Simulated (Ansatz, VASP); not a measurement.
# Two plane-wave programs on Pt

INCAR

```
  PREC = Accurate
  ENCUT = 520
  EDIFF = 1E-6
  ISMEAR = -1
  SIGMA = 0.05
  LREAL = False
  LASPH = True
  NELM = 60
  ALGO = Fast
  ISIF = 2
  LWAVE = False
  LCHARG = False
  GGA = PE
  NBANDS = 11
```

File KPOINTS:

```
Automatic mesh
0
Gamma
  12 12 12
```

The input POSCAR:

```
Pt
1.0
   -1.5821724000      1.5849819900      1.5846552900
    1.6029151900     -1.5797795700      1.6001956600
    1.5674823500      1.5650895200     -1.5794528700
Pt
1
Direct
    0.0000000000      0.0000000000      0.0000000000
```

input.yaml

```yaml
crystal:
  lattice:
    - [-1.5821724, 1.58498199, 1.58465529]
    - [1.60291519, -1.57977957, 1.60019566]
    - [1.56748235, 1.56508952, -1.57945287]
  atoms:
    - { symbol: Pt, position: [0.0, 0.0, 0.0] }
hamiltonian:
  xc: pbe
  pseudopotentials: { kind: paw }
kpoints:
  mp_grid: { grid: [12, 12, 12] }
scf:
  occupations: { method: fermi_dirac, width: 0.05 }
output:
  forces: true
  stress: true
  eigenvalues: true
```

Change from the starting cell: cell sheared at random, sigma 0.01, atoms nudged by 0.01 Å.

Alike in both runs: task single point; functional PBE; k mesh 12 × 12 × 12; occupations fermi-dirac, width 0.05 eV; no spin polarisation.

```csv
,VASP,Ansatz
version,VASP 6.6.1,Ansatz 0.2.0
potentials or method,"VASP PAW PBE potentials, release 64 (Pt)",Ansatz PAW
plane-wave cutoff (eV),520,420
valence electrons in the cell,10,18
```

```tsv
	VASP	Ansatz	Ansatz less VASP
gap on the k mesh at the Fermi level (eV)	none	none	-
pressure (GPa)	-1.7	-1.2	+0.46
largest component of the traceless stress (GPa)	1.95	1.97	+0.019
```

A gap of «none» marks a metal or a gap that the smearing closes. The two sets of potentials don't hold the same shells in valence.

Spin-orbit coupling is left out, which matters for the levels of Pt.
